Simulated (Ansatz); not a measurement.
# Zinc, fcc under PBE: ground state and equation of state, part 2 of 2

Aim: take zinc in the fcc structure, relax it, solve it on a dense k-mesh, switch on spin-orbit coupling, then scale the cell to 7 volumes from 88 to 112 % of the relaxed one and try a fit of the equation of state. The k-meshes are 14×14×14 for the relaxation; 23×23×23 for the dense run; 14×14×14 for spin-orbit coupling; 15×15×15 for the volumes.

Ansatz 0.2.0; DFT, PBE, plane waves (420 eV) with PAW, scalar-relativistic.

### 6 At 92 % of the relaxed volume

This is Zn in the fcc structure; at room conditions it is hcp.

input.yaml reads:

```yaml
crystal:
  lattice:
    - [0.0, 1.9118105494, 1.9118105494]
    - [1.9118105494, 0.0, 1.9118105494]
    - [1.9118105494, 1.9118105494, 0.0]
  atoms:
    - { symbol: Zn, position: [0.0, 0.0, 0.0] }
hamiltonian:
  xc: pbe
  pseudopotentials:
    kind: paw
    azcp:
      Zn: "pseudopotentials/Zn.paw.azcp"
basis:
  ecutwfc: 420
  fft_grid_basis: typed
kpoints:
  mp_grid: { grid: [15, 15, 15], shift: [0, 0, 0] }
magnetization:
  spin_polarized: false
scf:
  occupations: { method: fermi_dirac, width: 0.1 }
  lower_state_search: "off"
output:
  stress: true
```

Standard output (excerpt; [...] marks lines left out):

```text
[...]
Pseudopotentials: kind: paw
Pseudopotential: Zn, paw, valence charge 12, recommended cutoff 420 eV (normal), <dir>
Functional definition: PBE
[...]
Crystal: 1 atoms, lattice volume = 13.975 Å³
Basis set: ecut = 420 eV, 283 PW (Γ)
Bands: 10, of which v1, the nominal top of the filled ones, is band 6 counted from 1 (5 counted from 0)
Symmetry: 48 space group operations
Space group: Fm-3m (ITA 225), of the structure as read, at distance tolerance 2.4e-5 Å
k-points: 120 of 3375
[...]
SCF iter   1: F=—  HF=-3318.987572 eV  |F-HF|=—  |Δ(HF+E_count)|=         —  Δρ=1.06e-3  dr2=8.09e-5  ethr=1.77e-3  ⟨swp⟩=4.9  Hψ=7719  notcnv=0
[...]
SCF iter   6: F=-3318.987683 eV  HF=-3318.987683 eV  |F-HF|=8.11e-9  |Δ(HF+E_count)|=   1.83e-7  Δρ=9.83e-6  dr2=7.22e-9  ethr=8.33e-10  ⟨swp⟩=3.3  Hψ=4975  notcnv=0
[...]
SCF converged after 6 iterations
Free energy (F): -3318.987683 eV
[...]
E sigma→0 (E₀):  -3318.982932 eV
Entropy (-TS):   -0.009502 eV (-9.502 meV/atom)
Fermi energy:    12.336510 eV
[...]
--- Stress (GPa, compression-positive) ---
        6.882421      -0.000000      -0.000000
       -0.000000       6.882421      -0.000000
       -0.000000       0.000000       6.882421
  P = ⅓ Tr σ = 6.8824 GPa (68.824 kbar)
```

It took 1.4 s on 1 thread of an x86-64 CPU, shared host; peak memory 0.46 GiB.

### 7 At 96 % of the relaxed volume

input.yaml, as its differences from that of step 6:

```diff
@@ -2,5 +2,5 @@
   lattice:
-    - [0.0, 1.9118105494, 1.9118105494]
-    - [1.9118105494, 0.0, 1.9118105494]
-    - [1.9118105494, 1.9118105494, 0.0]
+    - [0.0, 1.9391258191, 1.9391258191]
+    - [1.9391258191, 0.0, 1.9391258191]
+    - [1.9391258191, 1.9391258191, 0.0]
   atoms:
```

Standard output (excerpt; [...] marks lines left out):

```text
[...]
Pseudopotentials: kind: paw
Pseudopotential: Zn, paw, valence charge 12, recommended cutoff 420 eV (normal), <dir>
Functional definition: PBE
[...]
Crystal: 1 atoms, lattice volume = 14.583 Å³
Basis set: ecut = 420 eV, 283 PW (Γ)
Bands: 10, of which v1, the nominal top of the filled ones, is band 6 counted from 1 (5 counted from 0)
Symmetry: 48 space group operations
Space group: Fm-3m (ITA 225), of the structure as read, at distance tolerance 2.4e-5 Å
k-points: 120 of 3375
[...]
SCF iter   1: F=—  HF=-3319.005977 eV  |F-HF|=—  |Δ(HF+E_count)|=         —  Δρ=1.39e-3  dr2=1.77e-4  ethr=1.77e-3  ⟨swp⟩=5.0  Hψ=7644  notcnv=0
[...]
SCF iter   6: F=-3319.005901 eV  HF=-3319.005901 eV  |F-HF|=2.32e-8  |Δ(HF+E_count)|=   8.56e-8  Δρ=1.53e-5  dr2=1.91e-8  ethr=8.33e-10  ⟨swp⟩=4.2  Hψ=3874  notcnv=0
[...]
SCF converged after 6 iterations
Free energy (F): -3319.005901 eV
[...]
E sigma→0 (E₀):  -3319.000981 eV
Entropy (-TS):   -0.009841 eV (-9.841 meV/atom)
Fermi energy:    11.629601 eV
[...]
--- Stress (GPa, compression-positive) ---
        2.895456      -0.000000       0.000000
       -0.000000       2.895456       0.000000
       -0.000000       0.000000       2.895456
  P = ⅓ Tr σ = 2.8955 GPa (28.955 kbar)
```

Wall time 2.1 s (1 thread of an x86-64 CPU, shared host); peak memory 0.46 GiB.

### 8 At 100 % of the relaxed volume

input.yaml, as its differences from that of step 7:

```diff
@@ -2,5 +2,5 @@
   lattice:
-    - [0.0, 1.9391258191, 1.9391258191]
-    - [1.9391258191, 0.0, 1.9391258191]
-    - [1.9391258191, 1.9391258191, 0.0]
+    - [0.0, 1.9656924878, 1.9656924878]
+    - [1.9656924878, 0.0, 1.9656924878]
+    - [1.9656924878, 1.9656924878, 0.0]
   atoms:
```

Standard output (excerpt; [...] marks lines left out):

```text
[...]
Pseudopotentials: kind: paw
Pseudopotential: Zn, paw, valence charge 12, recommended cutoff 420 eV (normal), <dir>
Functional definition: PBE
[...]
Crystal: 1 atoms, lattice volume = 15.191 Å³
Basis set: ecut = 420 eV, 307 PW (Γ)
Bands: 10, of which v1, the nominal top of the filled ones, is band 6 counted from 1 (5 counted from 0)
Symmetry: 48 space group operations
Space group: Fm-3m (ITA 225), of the structure as read, at distance tolerance 2.5e-5 Å
k-points: 120 of 3375
[...]
SCF iter   1: F=—  HF=-3319.010958 eV  |F-HF|=—  |Δ(HF+E_count)|=         —  Δρ=1.99e-3  dr2=4.07e-4  ethr=1.77e-3  ⟨swp⟩=4.7  Hψ=7607  notcnv=0
[...]
SCF iter   6: F=-3319.010779 eV  HF=-3319.010779 eV  |F-HF|=2.08e-8  |Δ(HF+E_count)|=   1.85e-8  Δρ=1.48e-5  dr2=1.87e-8  ethr=6.30e-10  ⟨swp⟩=2.8  Hψ=4123  notcnv=0
[...]
SCF converged after 6 iterations
Free energy (F): -3319.010779 eV
[...]
E sigma→0 (E₀):  -3319.005654 eV
Entropy (-TS):   -0.010250 eV (-10.250 meV/atom)
Fermi energy:    10.983145 eV
[...]
--- Stress (GPa, compression-positive) ---
       -0.198557       0.000000      -0.000000
        0.000000      -0.198557      -0.000000
       -0.000000       0.000000      -0.198557
  P = ⅓ Tr σ = -0.1986 GPa (-1.986 kbar)
```

Run time: 1.4 s. Hardware: 1 thread of an x86-64 CPU, shared host; peak memory 0.48 GiB.

### 9 At 104 % of the relaxed volume

input.yaml, as its differences from that of step 8:

```diff
@@ -2,5 +2,5 @@
   lattice:
-    - [0.0, 1.9656924878, 1.9656924878]
-    - [1.9656924878, 0.0, 1.9656924878]
-    - [1.9656924878, 1.9656924878, 0.0]
+    - [0.0, 1.991559829, 1.991559829]
+    - [1.991559829, 0.0, 1.991559829]
+    - [1.991559829, 1.991559829, 0.0]
   atoms:
```

Standard output (excerpt; [...] marks lines left out):

```text
[...]
Pseudopotentials: kind: paw
Pseudopotential: Zn, paw, valence charge 12, recommended cutoff 420 eV (normal), <dir>
Functional definition: PBE
[...]
Crystal: 1 atoms, lattice volume = 15.798 Å³
Basis set: ecut = 420 eV, 331 PW (Γ)
Bands: 10, of which v1, the nominal top of the filled ones, is band 6 counted from 1 (5 counted from 0)
Symmetry: 48 space group operations
Space group: Fm-3m (ITA 225), of the structure as read, at distance tolerance 2.5e-5 Å
k-points: 120 of 3375
[...]
SCF iter   1: F=—  HF=-3319.005721 eV  |F-HF|=—  |Δ(HF+E_count)|=         —  Δρ=2.56e-3  dr2=7.07e-4  ethr=1.77e-3  ⟨swp⟩=4.8  Hψ=7631  notcnv=0
[...]
SCF iter   6: F=-3319.005288 eV  HF=-3319.005288 eV  |F-HF|=3.14e-11  |Δ(HF+E_count)|=   2.34e-9  Δρ=5.48e-7  dr2=3.10e-11  ethr=3.74e-11  ⟨swp⟩=2.1  Hψ=4171  notcnv=0
[...]
SCF converged after 6 iterations
Free energy (F): -3319.005288 eV
[...]
E sigma→0 (E₀):  -3318.999919 eV
Entropy (-TS):   -0.010739 eV (-10.739 meV/atom)
Fermi energy:    10.391001 eV
[...]
--- Stress (GPa, compression-positive) ---
       -2.591413      -0.000000      -0.000000
        0.000000      -2.591413      -0.000000
        0.000000       0.000000      -2.591413
  P = ⅓ Tr σ = -2.5914 GPa (-25.914 kbar)
```

Run time: 2 s. Hardware: 1 thread of an x86-64 CPU, shared host; peak memory 0.47 GiB.

### 10 At 108 % of the relaxed volume

input.yaml, as its differences from that of step 9:

```diff
@@ -2,5 +2,5 @@
   lattice:
-    - [0.0, 1.991559829, 1.991559829]
-    - [1.991559829, 0.0, 1.991559829]
-    - [1.991559829, 1.991559829, 0.0]
+    - [0.0, 2.0167721236, 2.0167721236]
+    - [2.0167721236, 0.0, 2.0167721236]
+    - [2.0167721236, 2.0167721236, 0.0]
   atoms:
```

Standard output (excerpt; [...] marks lines left out):

```text
[...]
Pseudopotentials: kind: paw
Pseudopotential: Zn, paw, valence charge 12, recommended cutoff 420 eV (normal), <dir>
Functional definition: PBE
[...]
Crystal: 1 atoms, lattice volume = 16.406 Å³
Basis set: ecut = 420 eV, 331 PW (Γ)
Bands: 10, of which v1, the nominal top of the filled ones, is band 6 counted from 1 (5 counted from 0)
Symmetry: 48 space group operations
Space group: Fm-3m (ITA 225), of the structure as read, at distance tolerance 2.5e-5 Å
k-points: 120 of 3375
[...]
SCF iter   1: F=—  HF=-3318.992119 eV  |F-HF|=—  |Δ(HF+E_count)|=         —  Δρ=2.60e-3  dr2=7.58e-4  ethr=1.77e-3  ⟨swp⟩=4.7  Hψ=7608  notcnv=0
[...]
SCF iter   6: F=-3318.991814 eV  HF=-3318.991814 eV  |F-HF|=3.45e-10  |Δ(HF+E_count)|=   4.28e-9  Δρ=1.89e-6  dr2=3.21e-10  ethr=8.87e-11  ⟨swp⟩=2.4  Hψ=4169  notcnv=0
[...]
SCF converged after 6 iterations
Free energy (F): -3318.991814 eV
[...]
E sigma→0 (E₀):  -3318.986188 eV
Entropy (-TS):   -0.011252 eV (-11.252 meV/atom)
Fermi energy:    9.847541 eV
[...]
--- Stress (GPa, compression-positive) ---
       -4.430591      -0.000000      -0.000000
       -0.000000      -4.430591      -0.000000
        0.000000      -0.000000      -4.430591
  P = ⅓ Tr σ = -4.4306 GPa (-44.306 kbar)
```

Wall time 1.6 s (1 thread of an x86-64 CPU, shared host); peak memory 0.47 GiB.

### 11 At 112 % of the relaxed volume

input.yaml, as its differences from that of step 10:

```diff
@@ -2,5 +2,5 @@
   lattice:
-    - [0.0, 2.0167721236, 2.0167721236]
-    - [2.0167721236, 0.0, 2.0167721236]
-    - [2.0167721236, 2.0167721236, 0.0]
+    - [0.0, 2.0413693298, 2.0413693298]
+    - [2.0413693298, 0.0, 2.0413693298]
+    - [2.0413693298, 2.0413693298, 0.0]
   atoms:
```

Standard output (excerpt; [...] marks lines left out):

```text
[...]
Pseudopotentials: kind: paw
Pseudopotential: Zn, paw, valence charge 12, recommended cutoff 420 eV (normal), <dir>
Functional definition: PBE
[...]
Crystal: 1 atoms, lattice volume = 17.014 Å³
Basis set: ecut = 420 eV, 331 PW (Γ)
Bands: 10, of which v1, the nominal top of the filled ones, is band 6 counted from 1 (5 counted from 0)
Symmetry: 48 space group operations
Space group: Fm-3m (ITA 225), of the structure as read, at distance tolerance 2.6e-5 Å
k-points: 120 of 3375
[...]
SCF iter   1: F=—  HF=-3318.972569 eV  |F-HF|=—  |Δ(HF+E_count)|=         —  Δρ=2.68e-3  dr2=8.36e-4  ethr=1.77e-3  ⟨swp⟩=4.9  Hψ=7665  notcnv=0
[...]
SCF iter   6: F=-3318.972237 eV  HF=-3318.972237 eV  |F-HF|=1.88e-9  |Δ(HF+E_count)|=   4.54e-9  Δρ=4.24e-6  dr2=1.78e-9  ethr=1.27e-10  ⟨swp⟩=2.0  Hψ=4101  notcnv=0
[...]
SCF converged after 6 iterations
Free energy (F): -3318.972237 eV
[...]
E sigma→0 (E₀):  -3318.966389 eV
Entropy (-TS):   -0.011697 eV (-11.697 meV/atom)
Fermi energy:    9.347189 eV
[...]
--- Stress (GPa, compression-positive) ---
       -5.831613      -0.000000       0.000000
       -0.000000      -5.831613       0.000000
        0.000000       0.000000      -5.831613
  P = ⅓ Tr σ = -5.8316 GPa (-58.316 kbar)
```

It took 1.8 s on 1 thread of an x86-64 CPU, shared host; peak memory 0.48 GiB.

### 12 The equation of state

All volumes keep the relaxed shape and fractional coordinates.

| V (Å³/atom) | E − E₀ (meV/atom) | P from the stress (GPa) | P from the fit (GPa) |
| --- | --- | --- | --- |
| 13.368 | 58.0 | 12.01 | 11.99 |
| 13.975 | 22.7 | 6.88 | 6.83 |
| 14.583 | 4.7 | 2.90 | 2.84 |
| 15.191 | 0.0 | -0.20 | -0.25 |
| 15.798 | 5.7 | -2.59 | -2.65 |
| 16.406 | 19.5 | -4.43 | -4.49 |
| 17.014 | 39.3 | -5.83 | -5.91 |

Fit (Birch-Murnaghan, third order): V₀ = 15.134 Å³/atom, B₀ = 69 GPa, B₀′ = 5.4, largest residual 0.04 meV/atom.

The fit is made to E(σ → 0), while the stress belongs to the free energy F; that is one source of the offset between the two pressures.

### 13 Outcome

This closing draws on all 2 parts.

```
                      quantity                         value
space group (spins left aside)               Fm-3m (No. 225)
             conventional cell                   a = 3.931 Å
                        volume                15.191 Å³/atom
             shortest distance                       2.780 Å
               gap on the mesh  none (levels filled in part)
               relative to hcp                  +23 meV/atom
                   V₀, B₀, B₀′   15.134 Å³/atom, 69 GPa, 5.4
```

In words: The relaxation shrank the cell by 0.1 % in volume. It lies 23 meV/atom above the element's reference form at the same level (hcp, from a run of its own). No gap shows: it is a metal or semimetal at this level. The total energy of the spin-orbit run (on a coarser mesh) lies -75 meV/atom from the scalar one; mesh and treatment of the core enter this figure, so it is no spin-orbit energy. The fitted modulus is 69 GPa. Relaxation kept the symmetry; phonons were not checked.
